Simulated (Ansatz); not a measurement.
# Vanadium, hcp under r²SCAN: from relaxation to bulk modulus

What does r²SCAN give for vanadium in the hcp structure? We relax it, solve it on a dense k-mesh, then scale the cell to 7 volumes from 88 to 112 % of the relaxed one and try a fit of the equation of state. The start is ferromagnetic. The k-meshes are 13×13×7 for the relaxation; 23×23×11 for the dense run; 23×23×11 for the volumes.

This is V in the hcp structure; at room conditions it is bcc.

Computed with Ansatz 0.2.0 (DFT r2SCAN, plane waves (500 eV) with PAW, scalar-relativistic; the PAW data stem from PBE, with regenerated cores, unless a step says otherwise).

**1. The starting structure**

It takes space group P6_3/mmc (No. 194, hexagonal). Conventional cell: a = 2.694 Å, b = 2.694 Å, c = 4.399 Å, α = 90.00°, β = 90.00°, γ = 120.00°. V (site symmetry -6m2) is surrounded by 12 V at 2.69 Å.

As a file:

```cif
data_structure
_symmetry_space_group_name_H-M 'P 1'
_symmetry_Int_Tables_number 1
_cell_length_a 2.6941
_cell_length_b 2.6941
_cell_length_c 4.3994
_cell_angle_alpha 90.000
_cell_angle_beta 90.000
_cell_angle_gamma 120.000
_cell_volume 27.65
loop_
_atom_site_label
_atom_site_type_symbol
_atom_site_fract_x
_atom_site_fract_y
_atom_site_fract_z
_atom_site_occupancy
V1 V 0.33333 0.66667 0.25000 1
V2 V 0.66667 0.33333 0.75000 1
```

The atoms start with moments of +1 ×2 μB.

**2. Relaxation of the cell**

Input file input.yaml:

```yaml
crystal:
  lattice:
    - [2.6940739632, 0.0, 0.0]
    - [-1.3470369816, 2.3331364918, 0.0]
    - [0.0, 0.0, 4.3994227819]
  atoms:
    - { symbol: V, position: [0.3333333333, 0.6666666667, 0.25], spin: 1.0 }
    - { symbol: V, position: [0.6666666667, 0.3333333333, 0.75], spin: 1.0 }
hamiltonian:
  xc: r2scan
  pseudopotentials:
    kind: paw
    azcp:
      V: "pseudopotentials/V.paw.azcp"
basis:
  ecutwfc: 500
  fft_grid_basis: typed
kpoints:
  mp_grid: { grid: [13, 13, 7], shift: [0, 0, 0] }
magnetization:
  spin_polarized: true
scf:
  occupations: { method: fermi_dirac, width: 0.05 }
relax:
  max_steps: 60
  f_tol: 0.01
  cell: {}
```

What it wrote:

```text
Warning: RAYON_NUM_THREADS=2 ignored (pool sized by the plan → 2); use --threads N
Engine: ansatz 0.2.0, aarch64-unknown-linux-gnu
Pseudopotentials: kind: paw
Pseudopotential: V, paw, valence charge 13, recommended cutoff 500 eV (meta_gga), <dir>
Functional definition: r2SCAN
  parameter k0 = 0.174
  parameter k1 = 0.065
  parameter a1 = 4.9479
  exchange = r2scan_x(k0 = k0, k1 = k1, a1 = a1)
  correlation = r2scan_c
Crystal: 2 atoms, lattice volume = 27.653 Å³
Basis set: ecut = 500 eV, 701 PW (Γ), exchange–correlation on 80×80×144 points (64 copies of the dense FFT grid, shifted against one another)
Bands: 18, of which v1, the nominal top of the filled ones, is band 13 counted from 1 (12 counted from 0)
Symmetry: 24 space group operations
Space group: P63/mmc (ITA 194), of the structure as read, at distance tolerance 3.0e-5 Å
Magnetic group: BNS 194.263 (UNI 1493), of the structure as read, at distance tolerance 3.0e-5 Å
k-points: 84 of 1183
Non-local potential: V, projectors of the file, l = 0: 3, l = 1: 2, l = 2: 3, l = 3: 1
PAW form: soft (Blöchl's): semilocal exchange-correlation on the pseudo side does not see the compensation charge
PAW frozen core: V, regenerated for the run's functional (the file was generated under x = pbe(κ = 0.804, μ = 0.2195149727645171), c = pbe(β = 0.06672455060314922))
PAW one-centre angular grid: V, 590 points (default); XC on 160 Gauss nodes
Initial density: superposition of atomic densities (chi_scale 0.1, normalization cell)
Starting moments: Σ|m| = 2 μB on 2 of 2 sites
Initial wavefunctions: pseudopotential atomic-orbital guess
Functional: x = r2scan, c = r2scan; τ floored in thin density (d = 2e-4 eV/Å³)
SCF iter   1: F=—  HF=-5834.459830 eV  |F-HF|=—  |Δ(HF+E_count)|=         —  Δρ=6.52e-2 (↑6.52e-2 ↓3.34e-2)  dr2=2.34e0  dr2_τ=1.17e-2  dr2_m=8.59e-2  M=1.700 μB ∫|m|=1.701 μB  β_m=1.00  ethr=3.10e-3  ⟨swp⟩=3.7  Hψ=11178  notcnv=0
Mixer restart at iter 1: flushing history
preconditioner: auto → none  [metal: Δε(μ)=0.007 eV  Ē_g=4.685 eV  σ=0.050 eV  W_gap=0.04  n_scr=8 (ndim 8)  ℏωp=22.3 eV  f_vac=0.000  D(μ)=2.57/eV (n_scr^D=34)  sad-step TF]
SCF iter   2: F=—  HF=-5833.454352 eV  |F-HF|=—  |Δ(HF+E_count)|=    1.01e0  Δρ=2.78e-2 (↑2.56e-2 ↓2.78e-2)  dr2=7.49e-1  dr2_τ=4.24e-3  dr2_m=9.36e-4  M=1.707 μB ∫|m|=1.712 μB  β_m=1.00  ethr=3.10e-3  ⟨swp⟩=2.8  Hψ=6781  notcnv=0  defer=6  κ⁻¹=1.0e0(r=1)
SCF iter   3: F=—  HF=-5833.216546 eV  |F-HF|=—  |Δ(HF+E_count)|=   2.38e-1  Δρ=8.57e-3 (↑8.57e-3 ↓7.23e-3)  dr2=2.85e-2  dr2_τ=1.33e-3  dr2_m=7.77e-4  M=1.715 μB ∫|m|=1.725 μB  β_m=1.00  ethr=2.88e-3  ⟨swp⟩=2.8  Hψ=5712  notcnv=0  defer=6  κ⁻¹=6.6e-2(r=2)
SCF iter   4: F=—  HF=-5833.371690 eV  |F-HF|=—  |Δ(HF+E_count)|=         —  Δρ=8.03e-3 (↑6.39e-3 ↓8.03e-3)  dr2=1.02e-2  dr2_τ=7.24e-4  dr2_m=7.15e-3  M=1.556 μB ∫|m|=1.565 μB  β_m=1.00  ethr=1.10e-4  ⟨swp⟩=2.1  Hψ=5543  notcnv=0  defer=4
Mixer restart at iter 4: flushing history
SCF iter   5: F=—  HF=-5833.436445 eV  |F-HF|=—  |Δ(HF+E_count)|=   6.48e-2  Δρ=6.49e-3 (↑4.96e-3 ↓6.49e-3)  dr2=4.63e-3  dr2_τ=4.43e-4  dr2_m=5.48e-3  M=1.418 μB ∫|m|=1.426 μB  β_m=1.00  ethr=3.91e-5  ⟨swp⟩=2.0  Hψ=4654  notcnv=0  defer=4  κ⁻¹=1.0e0(r=1)
SCF iter   6: F=—  HF=-5833.511989 eV  |F-HF|=—  |Δ(HF+E_count)|=   7.55e-2  Δρ=4.12e-3 (↑3.40e-3 ↓4.12e-3)  dr2=6.59e-4  dr2_τ=1.38e-4  dr2_m=3.28e-3  M=1.000 μB ∫|m|=1.007 μB  β_m=1.00  ethr=1.78e-5  ⟨swp⟩=2.0  Hψ=6059  notcnv=0  defer=4  κ⁻¹=4.0e-3(r=2)
SCF iter   7: F=—  HF=-5833.509739 eV  |F-HF|=—  |Δ(HF+E_count)|=   2.25e-3  Δρ=4.71e-3 (↑3.69e-3 ↓4.71e-3)  dr2=8.89e-4  dr2_τ=1.76e-4  dr2_m=4.10e-3  M=1.099 μB ∫|m|=1.106 μB  β_m=1.00  ethr=2.53e-6  ⟨swp⟩=2.0  Hψ=3858  notcnv=0  defer=4  κ⁻¹=3.9e-3(r=3)
SCF iter   8: F=—  HF=-5833.517379 eV  |F-HF|=—  |Δ(HF+E_count)|=   7.64e-3  Δρ=2.45e-3 (↑2.20e-3 ↓2.45e-3)  dr2=1.42e-4  dr2_τ=5.05e-5  dr2_m=1.29e-3  M=0.577 μB ∫|m|=0.583 μB  β_m=1.00  ethr=2.53e-6  ⟨swp⟩=2.6  Hψ=6244  notcnv=0  defer=4  κ⁻¹=4.5e-4(r=4)
SCF iter   9: F=—  HF=-5833.519475 eV  |F-HF|=—  |Δ(HF+E_count)|=   2.10e-3  Δρ=1.10e-3 (↑1.10e-3 ↓8.14e-4)  dr2=3.71e-5  dr2_τ=8.96e-6  dr2_m=2.20e-4  M=0.210 μB ∫|m|=0.214 μB  β_m=1.00  ethr=5.45e-7  ⟨swp⟩=3.0  Hψ=6371  notcnv=0  κ⁻¹=4.4e-4(r=5)
SCF iter  10: F=—  HF=-5833.520391 eV  |F-HF|=—  |Δ(HF+E_count)|=   9.17e-4  Δρ=1.06e-3 (↑1.06e-3 ↓7.68e-4)  dr2=2.43e-5  dr2_τ=8.21e-6  dr2_m=2.04e-4  M=0.201 μB ∫|m|=0.205 μB  β_m=1.00  ethr=1.43e-7  ⟨swp⟩=2.0  Hψ=5318  notcnv=0  κ⁻¹=4.4e-4(r=6)
SCF iter  11: F=—  HF=-5833.522065 eV  |F-HF|=—  |Δ(HF+E_count)|=   1.67e-3  Δρ=3.92e-4 (↑3.92e-4 ↓3.06e-4)  dr2=1.12e-5  dr2_τ=1.07e-6  dr2_m=2.23e-5  M=0.058 μB ∫|m|=0.060 μB  β_m=1.00  ethr=9.35e-8  ⟨swp⟩=3.0  Hψ=6084  notcnv=0  κ⁻¹=2.7e-4(r=7)
SCF iter  12: F=—  HF=-5833.522197 eV  |F-HF|=—  |Δ(HF+E_count)|=   1.32e-4  Δρ=3.02e-4 (↑3.02e-4 ↓2.22e-4)  dr2=7.38e-6  dr2_τ=5.41e-7  dr2_m=1.28e-5  M=0.045 μB ∫|m|=0.046 μB  β_m=1.00  ethr=4.30e-8  ⟨swp⟩=2.0  Hψ=5605  notcnv=0  κ⁻¹=7.6e-5(r=8)
SCF iter  13: F=—  HF=-5833.522396 eV  |F-HF|=—  |Δ(HF+E_count)|=   1.99e-4  Δρ=9.90e-5 (↑7.63e-5 ↓9.90e-5)  dr2=6.51e-7  dr2_τ=8.22e-8  dr2_m=1.70e-6  M=0.008 μB ∫|m|=0.008 μB  β_m=1.00  ethr=2.84e-8  ⟨swp⟩=2.8  Hψ=5706  notcnv=0  κ⁻¹=6.2e-5(r=8)
SCF iter  14: F=—  HF=-5833.522397 eV  |F-HF|=—  |Δ(HF+E_count)|=   1.85e-6  Δρ=5.15e-5 (↑2.82e-5 ↓5.15e-5)  dr2=2.89e-7  dr2_τ=1.70e-8  dr2_m=3.33e-7  M=0.003 μB ∫|m|=0.003 μB  β_m=1.00  ethr=2.50e-9  ⟨swp⟩=2.0  Hψ=5387  notcnv=0  κ⁻¹=1.0e-4(r=8)
SCF iter  15: F=—  HF=-5833.522398 eV  |F-HF|=—  |Δ(HF+E_count)|=   5.21e-7  Δρ=2.60e-5 (↑2.60e-5 ↓2.05e-5)  dr2=1.42e-7  dr2_τ=5.55e-9  dr2_m=8.92e-8  M=-0.006 μB ∫|m|=0.006 μB  β_m=1.00  ethr=1.11e-9  ⟨swp⟩=2.5  Hψ=5574  notcnv=0  κ⁻¹=6.1e-6(r=8)
SCF iter  16: F=—  HF=-5833.522399 eV  |F-HF|=—  |Δ(HF+E_count)|=   1.26e-6  Δρ=8.04e-6 (↑8.04e-6 ↓7.63e-6)  dr2=2.10e-8  dr2_τ=7.67e-10  dr2_m=2.00e-9  M=-0.002 μB ∫|m|=0.002 μB  β_m=0.30  ethr=5.46e-10  ⟨swp⟩=2.1  Hψ=5370  notcnv=0  κ⁻¹=5.6e-6(r=8)
SCF iter  17: F=—  HF=-5833.522400 eV  |F-HF|=—  |Δ(HF+E_count)|=   3.43e-7  Δρ=4.93e-6 (↑4.74e-6 ↓4.93e-6)  dr2=2.98e-9  dr2_τ=3.02e-10  dr2_m=3.67e-9  M=-0.000 μB ∫|m|=0.000 μB  β_m=1.00  ethr=8.09e-11  ⟨swp⟩=2.2  Hψ=5430  notcnv=0  κ⁻¹=2.4e-5(r=8)
SCF iter  18: F=—  HF=-5833.522400 eV  |F-HF|=—  |Δ(HF+E_count)|=   8.33e-8  Δρ=1.57e-6 (↑1.46e-6 ↓1.57e-6)  dr2=2.48e-10  dr2_τ=2.89e-11  dr2_m=3.80e-10  M=-0.000 μB ∫|m|=0.000 μB  β_m=1.00  ethr=1.15e-11  ⟨swp⟩=2.1  Hψ=5403  notcnv=0  κ⁻¹=5.3e-6(r=8)
SCF iter  19: F=—  HF=-5833.522400 eV  |F-HF|=—  |Δ(HF+E_count)|=   1.10e-8  Δρ=6.59e-7 (↑6.59e-7 ↓5.03e-7)  dr2=6.36e-11  dr2_τ=3.56e-12  dr2_m=4.19e-11  M=0.000 μB ∫|m|=0.000 μB  β_m=1.00  ethr=1.00e-12  ⟨swp⟩=2.4  Hψ=5477  notcnv=0  κ⁻¹=2.7e-6(r=8)
SCF iter  20: F=—  HF=-5833.522400 eV  |F-HF|=—  |Δ(HF+E_count)|=   2.05e-9  Δρ=9.65e-7 (↑5.99e-7 ↓9.65e-7)  dr2=6.47e-11  dr2_τ=6.04e-12  dr2_m=1.31e-10  M=0.000 μB ∫|m|=0.000 μB  β_m=1.00  ethr=1.00e-12  ⟨swp⟩=1.0  Hψ=9059  notcnv=0  κ⁻¹=2.2e-7(r=8)
SCF iter  21: F=—  HF=-5833.522400 eV  |F-HF|=—  |Δ(HF+E_count)|=   2.85e-9  Δρ=7.33e-7 (↑7.33e-7 ↓7.31e-7)  dr2=1.61e-12  dr2_τ=5.91e-12  dr2_m=1.34e-10  M=0.000 μB ∫|m|=0.000 μB  β_m=1.00  ethr=1.00e-12  ⟨swp⟩=2.8  Hψ=6222  notcnv=0  κ⁻¹=8.1e-7(r=8)
SCF iter  22: F=-5833.522400 eV  HF=-5833.522400 eV  |F-HF|=2.18e-11  |Δ(HF+E_count)|=  3.65e-10  Δρ=3.08e-7 (↑2.59e-7 ↓3.08e-7)  dr2=2.92e-12  dr2_τ=9.09e-13  dr2_m=1.93e-11  M=0.000 μB ∫|m|=0.000 μB  ethr=1.00e-12  ⟨swp⟩=2.0  Hψ=5846  notcnv=0
WARN: the starting moments were not kept: the SCF closed with an absolute magnetisation of 3.3e-5 μB, where they sum to 2 μB in size (2 sites). That is at most 0.1 of that sum. Measured as dr2_m measures the in/out step, that magnetisation stands 3.5e-10 eV from none, at or under the dr2_threshold of 1.0e-7 eV: it is no larger than a step whose dr2_m would equal this threshold. The system may hold no moment; this SCF shows only that its start led to no more than that. To try another start: raise the starting moments (crystal.atoms[].spin, magnetization.per_species, magnetization.initial_magnetization, or on a non-collinear deck that types none of these the spinor_matrix: blocks that start its atoms; where the total moment is fixed, keep their sum and leave initial_magnetization as it is; typed ones take the place of any that the run laid by itself, positive ones on a crystal's lanthanoids without a Hubbard term where scf.initial_density.shell_occupations: [] is typed) or, if the notice of its spin-set hold's release reads "site moments contracting" or "site moments show no strong build", lengthen the hold (scf.mixing.spin_hold: { on: { confirm: 4 } }; for m-r²SCAN on two components see the key's manual first). Each may lead to a state that holds a moment. A second SCF, from the converged charge density, with the starting moments and any scf.initial_density.shell_occupations laid on it anew, would have followed, and was not run: the deck does not ask for one (magnetization.retry_lost_moments is false, the default). To let it run, set magnetization.retry_lost_moments: true and run the deck again, where that key's refused combinations let it; where memory then withholds it, that run's warning says so.
SCF 1 converged in 22 iterations: F = -5833.522400 eV  dr2 = 2.92e-12
relax step   1: F+E_penalty+E_count = -5833.52239960 eV  Δ(F+E_penalty+E_count) = +0.000e0 eV  max|allowed force component| = 2.498e-16 eV/Å  Δτ_max = 0.0000 Å  P = -2.096 GPa  Ω = 27.653 Å³  (22 SCF iters, dr2 threshold 1.00e-7 eV, accepted)
[... 24 lines left out ...]
relax step   2: F+E_penalty+E_count = -5833.57853927 eV  Δ(F+E_penalty+E_count) = -5.614e-2 eV  max|allowed force component| = 3.701e-17 eV/Å  Δτ_max = 0.0000 Å  P = +0.490 GPa  Ω = 27.236 Å³  energy of the carried Pulay correction = +1.587e-4 eV  (16 SCF iters, dr2 threshold 2.00e-7 eV, accepted)
[... 18 lines left out ...]
relax step   3: F+E_penalty+E_count = -5833.60156915 eV  Δ(F+E_penalty+E_count) = -2.303e-2 eV  max|allowed force component| = 6.708e-17 eV/Å  Δτ_max = 0.0000 Å  P = -2.221 GPa  Ω = 27.610 Å³  energy of the carried Pulay correction = +2.976e-5 eV  (13 SCF iters, dr2 threshold 2.00e-7 eV, accepted)
[... 18 lines left out ...]
relax step   4: F+E_penalty+E_count = -5833.60599603 eV  Δ(F+E_penalty+E_count) = -4.427e-3 eV  max|allowed force component| = 3.493e-16 eV/Å  Δτ_max = 0.0000 Å  P = +0.624 GPa  Ω = 27.175 Å³  energy of the carried Pulay correction = +1.879e-4 eV  (12 SCF iters, dr2 threshold 2.00e-7 eV, accepted)
[... 16 lines left out ...]
relax step   5: F+E_penalty+E_count = -5833.60613414 eV  Δ(F+E_penalty+E_count) = -1.381e-4 eV  max|allowed force component| = 7.864e-17 eV/Å  Δτ_max = 0.0000 Å  P = -0.093 GPa  Ω = 27.281 Å³  energy of the carried Pulay correction = +1.488e-4 eV  (10 SCF iters, dr2 threshold 2.00e-7 eV, accepted)
[... 14 lines left out ...]
relax step   6: F+E_penalty+E_count = -5833.60614473 eV  Δ(F+E_penalty+E_count) = -1.059e-5 eV  max|allowed force component| = 8.327e-17 eV/Å  Δτ_max = 0.0000 Å  P = +0.001 GPa  Ω = 27.267 Å³  energy of the carried Pulay correction = +1.539e-4 eV  (8 SCF iters, dr2 threshold 3.43e-8 eV, accepted)
[... 13 lines left out ...]
relax step   7: F+E_penalty+E_count = -5833.60632369 eV  Δ(F+E_penalty+E_count) = -1.790e-4 eV  max|allowed force component| = 8.789e-17 eV/Å  Δτ_max = 0.0000 Å  P = +0.004 GPa  Ω = 27.267 Å³  stress off target by 4.67e-2 GPa  SCF on the basis re-selected at this cell (its energy is not comparable with the rows above)  (8 SCF iters)
basis re-selected at this cell: Δ(F+E_penalty+E_count) = -1.790e-4 eV, ΔP = +0.003 GPa vs the last step (what re-selecting the basis moved, of the pressure what is left beyond the Pulay correction that the steps carried, after the strain that the cell walked since its last selection, with what the two solves' SCF thresholds leave and, on support functions, any second-order correction that the steps lacked; it is no measure of the basis error at this ecutwfc). This SCF's stress stands 4.67e-2 GPa from its target on what of the cell is left free (relax.cell.stress_tol is 5.00e-2 GPa) and its largest allowed force component is 8.79e-17 eV/Å (relax.f_tol is 1.00e-2 eV/Å): within both
SCF converged after 8 iterations
Stability not checked: this state was not tested for a lower state beside it, because the mixer in use, unlike msr1, does not test its closes by its own steps (another_mixer; see scf.mixing.algorithm and scf.lower_state_search)
Magnetization: -0.0000 μB (13.0000 up, 13.0000 down)
Absolute magnetization: 0.0000 μB (∫|ρ↑−ρ↓|, with the PAW one-centre terms)
Spin contamination: 0.0000 ħ² per cell (⟨S²⟩ above its minimum at these occupations)
Per-site moments (μB) at R_I (Å): [(-5.243717751414092e-8, 1.072013980360959), (-5.243717753744388e-8, 1.072013980360959)]
Free energy (F): -5833.606324 eV
Harris-Foulkes:  -5833.606324 eV  (|F-HF|=2.73e-12)
Internal energy: -5833.581465 eV  (E = F + TS)
E sigma→0 (E₀):  -5833.593894 eV
Entropy (-TS):   -0.024859 eV (-12.430 meV/atom)
Fermi energy:    16.625593 eV
--- Per-component energies (eV) ---
  E_band       = -323.831344
  E_kinetic    = 672.776058
  E_local      = -1809.628577  (includes V_loc(G=0)·N_el)
  E_nonlocal   = -90.747653
  E_hartree    = 828.502526
  E_xc         = -253.131510
  E_vxc        = -368.608108  (∫ρ·V_xc dr)
  E_paw        = -2242.633353  (= ΣΔE_a)
  E_vpaw       = -409.369500  (= ΣTr[D̂ρ^β])
  E_aug_tail   = 0.000345  (compensation charges beyond the density's cutoff)
  E_vtau       = 24.741008  (kinetic-family band-sum trace: ∫τ·v_τ [+ j·A + Jᵃ·Aᵃ] dr)
  E_ewald      = -2938.187739
  E_core_change = -0.531562  (= ΣΔE_core)
  E_smearing   = -0.024859  (= −TS)
  E_closure    = -0.000000  (closes the sum)
  Σ components = -5833.606324   (vs F -5833.606324, Δ=0.00e0)
--- Forces (eV/Å), atoms counted from 1 ---
  atom   1  V     -0.00000000     0.00000000     0.00000000
  atom   2  V     -0.00000000    -0.00000000    -0.00000000
  max |Σ_I F_I| component: 1.85e-17 eV/Å
--- Stress (GPa, compression-positive) ---
       -0.016866       0.000000      -0.000000
       -0.000000      -0.016866       0.000000
       -0.000000       0.000000       0.046738
  P = ⅓ Tr σ = 0.0043 GPa (0.043 kbar)
--- Relaxed structure (6 steps of the walk, 6 accepted, 1 SCFs on fresh bases) ---
  F+E_penalty+E_count = -5833.60632369 eV   max|allowed force component| = 8.789e-17 eV/Å   (the final SCF, on the basis selected at the relaxed cell)
  cell:  # Å, volume = 27.2667 Å³
    - [2.598821770572022, 6.863224494846892e-34, -1.209907293476267e-18]
    - [-1.299410885286011, 2.250645673223425, 6.049536467381343e-19]
    - [-1.975778610246526e-18, 1.400955700010467e-33, 4.661747002210833]
  atoms:
    - { symbol: V, position: [0.33333333333333326, 0.6666666666666665, 0.25] }
    - { symbol: V, position: [0.6666666666666666, 0.33333333333333326, 0.75] }
```

It took 58 s on 2 threads of an Arm CPU, shared host; peak memory 0.43 GiB.

The walk, from the log:

| step | energy change (meV/atom) | largest force (eV/Å) | pressure (GPa) | volume (Å³/atom) |
| --- | --- | --- | --- | --- |
| 1 | 0.00 | 0.0000 | -2.10 | 13.827 |
| 2 | -28.07 | 0.0000 | 0.49 | 13.618 |
| 3 | -39.58 | 0.0000 | -2.22 | 13.805 |
| 4 | -41.80 | 0.0000 | 0.62 | 13.587 |
| 5 | -41.87 | 0.0000 | -0.09 | 13.640 |
| 6 | -41.87 | 0.0000 | 0.00 | 13.633 |
| 7 | -41.96 | 0.0000 | 0.00 | 13.633 |

Steps that repeat a cell are solved on a basis chosen anew, so their changes of energy are no gain of the relaxation.

The cell of the run, before and after:

|  | before | after | change |
| --- | --- | --- | --- |
| a (Å) | 2.694 | 2.599 | -3.5 % |
| b (Å) | 2.694 | 2.599 | -3.5 % |
| c (Å) | 4.399 | 4.662 | +6.0 % |
| volume (Å³/atom) | 13.827 | 13.633 | -1.4 % |
| shortest distance (Å) | 2.694 | 2.599 | -3.5 % |
| space group (spins left aside) | P6_3/mmc | P6_3/mmc | same |

**3. Single point on a dense mesh**

Input file input.yaml:

```yaml
crystal:
  lattice:
    - [2.5988217706, 0.0, 0.0]
    - [-1.2994108853, 2.2506456732, 0.0]
    - [0.0, 0.0, 4.6617470022]
  atoms:
    - { symbol: V, position: [0.3333333333, 0.6666666667, 0.25], spin: 1.0 }
    - { symbol: V, position: [0.6666666667, 0.3333333333, 0.75], spin: 1.0 }
hamiltonian:
  xc: r2scan
  pseudopotentials:
    kind: paw
    azcp:
      V: "pseudopotentials/V.paw.azcp"
basis:
  ecutwfc: 500
  fft_grid_basis: typed
kpoints:
  mp_grid: { grid: [23, 23, 11], shift: [0, 0, 0] }
magnetization:
  spin_polarized: true
scf:
  occupations: { method: fermi_dirac, width: 0.05 }
```

What it wrote, shortened:

```text
Warning: RAYON_NUM_THREADS=2 ignored (pool sized by the plan → 2); use --threads N
[...]
[... 3 set-up lines as earlier in the session ...]
[...]
Crystal: 2 atoms, lattice volume = 27.267 Å³
Basis set: ecut = 500 eV, 701 PW (Γ), exchange–correlation on 80×80×144 points (64 copies of the dense FFT grid, shifted against one another)
Bands: 18, of which v1, the nominal top of the filled ones, is band 13 counted from 1 (12 counted from 0)
[... 2 set-up lines as earlier in the session ...]
Magnetic group: BNS 194.263 (UNI 1493), of the structure as read, at distance tolerance 3.0e-5 Å
k-points: 336 of 5819
[...]
Starting moments: Σ|m| = 2 μB on 2 of 2 sites
[...]
SCF iter   1: F=—  HF=-5834.247060 eV  |F-HF|=—  |Δ(HF+E_count)|=         —  Δρ=6.74e-2 (↑6.74e-2 ↓3.07e-2)  dr2=2.18e0  dr2_τ=1.30e-2  dr2_m=1.09e-1  M=1.666 μB ∫|m|=1.666 μB  β_m=1.00  ethr=3.10e-3  ⟨swp⟩=3.8  Hψ=44573  notcnv=0
[...]
SCF iter  21: F=-5833.603948 eV  HF=-5833.603948 eV  |F-HF|=1.37e-10  |Δ(HF+E_count)|=  7.37e-11  Δρ=2.00e-7 (↑1.91e-7 ↓2.00e-7)  dr2=1.30e-13  dr2_τ=4.24e-13  dr2_m=9.45e-12  M=0.000 μB ∫|m|=0.000 μB  ethr=1.00e-12  ⟨swp⟩=2.0  Hψ=23494  notcnv=0
[...]
WARN: the starting moments were not kept: the SCF closed with an absolute magnetisation of 2.6e-5 μB, where they sum to 2 μB in size (2 sites). That is at most 0.1 of that sum. Measured as dr2_m measures the in/out step, that magnetisation stands 2.4e-10 eV from none, at or under the [...]
this state was not tested for a lower state beside it, because the mixer in use, unlike msr1, does not test its closes by its own steps (another_mixer; see scf.mixing.algorithm and scf.lower_state_search)
SCF converged after 21 iterations
Magnetization: 0.0000 μB (13.0000 up, 13.0000 down)
Absolute magnetization: 0.0000 μB (∫|ρ↑−ρ↓|, with the PAW one-centre terms)
Spin contamination: 0.0000 ħ² per cell (⟨S²⟩ above its minimum at these occupations)
Per-site moments (μB) at R_I (Å): [(1.1348353921575512e-5, 1.0720139803611508), (1.1348353921415972e-5, 1.0720139803611508)]
Free energy (F): -5833.603948 eV
[...]
E sigma→0 (E₀):  -5833.590563 eV
Entropy (-TS):   -0.026769 eV (-13.384 meV/atom)
Fermi energy:    16.635245 eV
[...]
```

Run time: 48 s. Hardware: 2 threads of an Arm CPU, shared host; peak memory 0.62 GiB.

(Part 1 of 2 ends here.)
